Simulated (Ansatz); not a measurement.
**Ba: distorted cells**

Method: DFT PBE, scalar-relativistic, plane waves, PAW (Ansatz 0.2.0).

Cutoff 420 eV; k points 12×12×12 on the computed 1-atom cell (Γ-centred); Gaussian smearing, width 0.10 eV; no spin polarisation.

Reference cell:

```xyz
1
Lattice="0.0000 3.2327 3.2327 3.2327 0.0000 3.2327 3.2327 3.2327 0.0000" Properties=species:S:1:pos:R:3 pbc="T T T"
Ba    0.0000    0.0000    0.0000
```

Each variant moves atoms of this cell by the vectors given, if any (Å), and then applies a symmetric strain (tensor components, Cartesian axes). The reference cell isn't relaxed at this level. Energies are per atom at zero smearing, counted from the lowest variant. Pressure is positive in compression.

1. strain (xx yy zz yz xz xy, %) -3.00 -3.00 -3.00 0.00 0.00 0.00
2. strain (xx yy zz yz xz xy, %) 1.90 1.90 1.90 0.00 0.00 0.00
3. strain (xx yy zz yz xz xy, %) 4.42 4.42 4.42 0.00 0.00 0.00

```tsv
result	ΔE (meV/atom)	P (GPa)
A	18.1	-0.78
B	0.0	0.34
C	51.5	-1.16
```

Task: Which variant gave which result?

Result: A is 2, B is 1, C is 3. The pressure falls as the cell grows: from the smallest volume to the largest the variants are 1, 2, 3.

This fcc form isn't the element's structure at ambient conditions.